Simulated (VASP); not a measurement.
## ZrC: relaxation of cell and atoms with PBE

The system is ZrC.

```
CELL_PARAMETERS angstrom
0.00000 2.35440 2.35440
2.35440 0.00000 2.35440
2.35440 2.35440 0.00000
ATOMIC_POSITIONS crystal
Zr 0.50000 0.50000 0.50000
C 0.00000 0.00000 0.00000
```

The cell isn't the ideal one: cell and atoms relaxed tightly for response.

```yaml
Program: VASP 6.6.1
Task: relaxation of cell and atoms
Functional: PBE
Potentials_or_basis: VASP PAW PBE potentials, release 64 (Zr_sv, C)
Cutoff: 600 eV
k_mesh: 16 × 16 × 16
Occupations: fermi-dirac, width 0.15 eV
Spin: no spin polarisation
Dipole_correction: no
Further_INCAR_settings: ALGO = Normal; EDIFF = 1e-06; IBRION = 2; EDIFFG = -0.001; NSW = 80; ISIF = 3
```

```
Relaxed volume                         : 13.06 Å³/atom
Relaxed cell                           : a = 3.331 Å, b = 3.331 Å, c = 3.331 Å, α = 60.00°, β = 60.00°, γ = 60.00°
Space group after relaxing (to 0.05 Å) : Fm-3m (No. 225)
Energy gained by relaxing              : 0.0 meV/atom
Ionic steps                            : 3
Pressure after relaxing                : 0.0 GPa
Band gap on the k mesh                 : none (metal or under the smearing width)
```

Final structure:
```
Zr C
1.0
     0.00000    2.35506    2.35506
     2.35506    0.00000    2.35506
     2.35506    2.35506    0.00000
Zr C
1 1
Direct
  0.50000 0.50000 0.50000
  0.00000 0.00000 0.00000
```

Levels at points of the mesh, in eV from the Fermi level:
| k point | band 5 | band 6 | band 7 | band 8 | band 9 | band 10 | band 11 | band 12 |
| --- | --- | --- | --- | --- | --- | --- | --- | --- |
| (0.00, 0.00, 0.00) | -11.29 | 0.93 | 0.93 | 0.93 | 1.09 | 1.09 | 1.09 | 2.79 |
| (0.50, 0.00, 0.00) | -8.25 | -5.28 | -2.92 | -2.92 | 4.46 | 4.46 | 5.29 | 6.50 |
| (0.50, 0.50, 0.00) | -10.13 | -2.08 | -1.74 | 0.05 | 0.05 | 4.41 | 5.61 | 5.61 |

Wall time 49 s on 1 thread of Intel(R) Xeon(R) 6975P-C (Granite Rapids) (shared host), peak memory 0.21 GiB.
